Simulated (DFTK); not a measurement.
# MgS (Niningerite) in DFTK: the effect of pseudo set

Crystal: MgS (Niningerite).

```
S Mg
1.0
     0.00000    2.60165    2.60165
     2.60165    0.00000    2.60165
     2.60165    2.60165    0.00000
S Mg
1 1
Direct
  0.50000 0.50000 0.50000
  0.00000 0.00000 0.00000
```

Alike in all runs:

| Property | Result |
| --- | --- |
| Program | DFTK 0.8.2 |
| Task | band structure |
| Functional | PBE |
| k mesh | 9 × 9 × 9 |
| Occupations | fermi-dirac, width 0.05 eV |
| Spin | no spin polarisation |

| pseudo set | cutoff | gap on the mesh (eV) | pressure (GPa) |
| --- | --- | --- | --- |
| dojo.nc.sr.pbe.v0_4_1.standard.upf (PBE) | 1143 eV | 2.92 | 1.2 |
| SG15 1.2 (PBE) | 1225 eV | 2.93 | 1.1 |
| SPMS 1.0 (PBE) | 1225 eV | 2.91 | 1.0 |
| cp2k.nc.sr.pbe.v0_1.largecore.gth (PBE, GTH, large core) | 1116 eV | ? | ? |

**Question.** What does the run with pseudo set cp2k.nc.sr.pbe.v0_1.largecore.gth (PBE, GTH, large core) give?

**Answer.** gap on the mesh 3.00 eV; pressure 1.7 GPa.

Caveats: the mesh misses the band edges, which the band path finds closer together; GTH potentials come without recommended cutoffs, and this one wasn't checked for convergence (some runs); this set keeps more shells in the core, which shifts pressures and gaps (some runs).

The runs don't all hold the same shells in valence.
